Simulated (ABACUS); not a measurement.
Here is an ABACUS 3.10.1 calculation.

The input run_abacus.py:

```python
"""ABACUS run from a structure file: ASE reads it, the script writes STRU, KPT and INPUT."""
import re
import subprocess
import spglib
from ase import Atoms
from ase.io import read
from ase.units import Bohr

atoms = read("BAs.cif")
cell, frac, numbers = spglib.standardize_cell((atoms.cell[:], atoms.get_scaled_positions(), atoms.numbers), to_primitive=True, symprec=1e-4)
atoms = Atoms(numbers=numbers, cell=cell, scaled_positions=frac, pbc=True)  # the primitive cell
atoms = atoms[(-atoms.numbers).argsort(kind="stable")]  # ABACUS lists atoms element by element
pseudo = {'As': '33_As_15_1.8_2.1_pbe_n_v1.0.upf', 'B': '05_B_3_1.5_1.7_pbe_n_v1.0.upf'}
orbital = {'As': 'As_confined-atom_7au_3s3p3d1f.orb', 'B': 'B_confined-atom_7au_3s3p2d1f.orb'}
magmoms = None
kmesh = [9, 9, 9]
params = {
    'suffix': 'BAs',
    'calculation': 'scf',
    'basis_type': 'lcao',
    'pseudo_dir': './',
    'orbital_dir': './',
    'symmetry': 1,
    'dft_functional': 'pbe',
    'ecutwfc': 100,
    'pseudo_rcut': 10,
    'nspin': 1,
    'nbands': 19,
    'ks_solver': 'genelpa',
    'smearing_method': 'fd',
    'smearing_sigma': 0.00367493,
    'scf_thr': 1e-07,
    'scf_nmax': 100,
    'mixing_type': 'broyden',
    'mixing_beta': 0.7,
    'cal_force': 1,
    'cal_stress': 1,
    'out_mul': 1,
    'out_chg': 1,
    'out_pot': 2,
    'out_elf': 1,
}

symbols = atoms.get_chemical_symbols()
elements = list(dict.fromkeys(symbols))
lines = ["ATOMIC_SPECIES"] + [f"{e} {atoms.get_masses()[symbols.index(e)]:.4f} {pseudo[e]}" for e in elements]
if orbital:
    lines += ["", "NUMERICAL_ORBITAL"] + [orbital[e] for e in elements]
lines += ["", "LATTICE_CONSTANT", f"{1 / Bohr:.10f}", "", "LATTICE_VECTORS"]
lines += [" ".join(f"{x:.10f}" for x in v) for v in atoms.cell]
lines += ["", "ATOMIC_POSITIONS", "Direct"]
for e in elements:
    lines += ["", e, "0.0", str(symbols.count(e))]
    for i, p in enumerate(atoms.get_scaled_positions(wrap=False)):
        if symbols[i] == e:
            mag = "" if magmoms is None else " mag " + " ".join(str(x) for x in (magmoms[i] if isinstance(magmoms[i], list) else [magmoms[i]]))
            lines.append(" ".join(f"{x:.10f}" for x in p) + " 1 1 1" + mag)
open("STRU", "w").write("\n".join(lines) + "\n")
open("KPT", "w").write("K_POINTS\n0\nGamma\n%d %d %d 0 0 0\n" % tuple(kmesh))
open("INPUT", "w").write("INPUT_PARAMETERS\n" + "".join(f"{k:<20s}{v}\n" for k, v in params.items()))

done = subprocess.run(['mpirun', '-np', '4', 'abacus'])
if done.returncode:
    raise SystemExit(done.returncode)
log = open("OUT.BAs/running_scf.log").read()
print("final energy (eV):", re.findall(r"FINAL_ETOT_IS (\S+)", log))
```

BAs.cif

```cif
data_BAs
_cell_length_a 4.77700000
_cell_length_b 4.77700000
_cell_length_c 4.77700000
_cell_angle_alpha 90.00000000
_cell_angle_beta 90.00000000
_cell_angle_gamma 90.00000000
_space_group_name_H-M_alt 'F-43m'
_space_group_name_Hall 'F -4 2 3'
_space_group_IT_number 216
loop_
_space_group_symop_operation_xyz
'x,y,z'
'y,-x,-z'
'-x,-y,z'
'-y,x,-z'
'x,-y,-z'
'y,x,z'
'-x,y,-z'
'-y,-x,z'
'z,x,y'
'-z,y,-x'
'z,-x,-y'
'-z,-y,x'
'-z,x,-y'
'z,y,x'
'-z,-x,y'
'z,-y,-x'
'y,z,x'
'-x,-z,y'
'-y,z,-x'
'x,-z,-y'
'-y,-z,x'
'x,z,y'
'y,-z,-x'
'-x,z,-y'
'x,y+1/2,z+1/2'
'y,-x+1/2,-z+1/2'
'-x,-y+1/2,z+1/2'
'-y,x+1/2,-z+1/2'
'x,-y+1/2,-z+1/2'
'y,x+1/2,z+1/2'
'-x,y+1/2,-z+1/2'
'-y,-x+1/2,z+1/2'
'z,x+1/2,y+1/2'
'-z,y+1/2,-x+1/2'
'z,-x+1/2,-y+1/2'
'-z,-y+1/2,x+1/2'
'-z,x+1/2,-y+1/2'
'z,y+1/2,x+1/2'
'-z,-x+1/2,y+1/2'
'z,-y+1/2,-x+1/2'
'y,z+1/2,x+1/2'
'-x,-z+1/2,y+1/2'
'-y,z+1/2,-x+1/2'
'x,-z+1/2,-y+1/2'
'-y,-z+1/2,x+1/2'
'x,z+1/2,y+1/2'
'y,-z+1/2,-x+1/2'
'-x,z+1/2,-y+1/2'
'x+1/2,y,z+1/2'
'y+1/2,-x,-z+1/2'
'-x+1/2,-y,z+1/2'
'-y+1/2,x,-z+1/2'
'x+1/2,-y,-z+1/2'
'y+1/2,x,z+1/2'
'-x+1/2,y,-z+1/2'
'-y+1/2,-x,z+1/2'
'z+1/2,x,y+1/2'
'-z+1/2,y,-x+1/2'
'z+1/2,-x,-y+1/2'
'-z+1/2,-y,x+1/2'
'-z+1/2,x,-y+1/2'
'z+1/2,y,x+1/2'
'-z+1/2,-x,y+1/2'
'z+1/2,-y,-x+1/2'
'y+1/2,z,x+1/2'
'-x+1/2,-z,y+1/2'
'-y+1/2,z,-x+1/2'
'x+1/2,-z,-y+1/2'
'-y+1/2,-z,x+1/2'
'x+1/2,z,y+1/2'
'y+1/2,-z,-x+1/2'
'-x+1/2,z,-y+1/2'
'x+1/2,y+1/2,z'
'y+1/2,-x+1/2,-z'
'-x+1/2,-y+1/2,z'
'-y+1/2,x+1/2,-z'
'x+1/2,-y+1/2,-z'
'y+1/2,x+1/2,z'
'-x+1/2,y+1/2,-z'
'-y+1/2,-x+1/2,z'
'z+1/2,x+1/2,y'
'-z+1/2,y+1/2,-x'
'z+1/2,-x+1/2,-y'
'-z+1/2,-y+1/2,x'
'-z+1/2,x+1/2,-y'
'z+1/2,y+1/2,x'
'-z+1/2,-x+1/2,y'
'z+1/2,-y+1/2,-x'
'y+1/2,z+1/2,x'
'-x+1/2,-z+1/2,y'
'-y+1/2,z+1/2,-x'
'x+1/2,-z+1/2,-y'
'-y+1/2,-z+1/2,x'
'x+1/2,z+1/2,y'
'y+1/2,-z+1/2,-x'
'-x+1/2,z+1/2,-y'
loop_
_atom_site_label
_atom_site_type_symbol
_atom_site_symmetry_multiplicity
_atom_site_Wyckoff_symbol
_atom_site_fract_x
_atom_site_fract_y
_atom_site_fract_z
_atom_site_occupancy
As1 As 4 c 0.2500000000 0.2500000000 0.2500000000 1
B1 B 4 a 0.0000000000 0.0000000000 0.0000000000 1
```

Potentials or basis: SPMS ONCV 1.0 PBE, TZDP LCAO (the cutoffs set its grid).

The run is started by

```bash
$ OMP_NUM_THREADS=1 python run_abacus.py > log
```

(1) Estimate the band gap on the k mesh.

(2) Predict the Mulliken charges.

(3) Predict the pressure.

Answers

(1) 1.26 eV, indirect (least direct gap 3.31 eV).

(2) As -0.02; B +0.02 e.

(3) 3.1 GPa.

Caveat: the atomic orbitals were generated for these runs and aren't a published set; an odd mesh through Γ misses points on the zone boundary, where band edges often lie; the basis of atomic orbitals isn't converged, which shifts pressures, moduli and gaps.
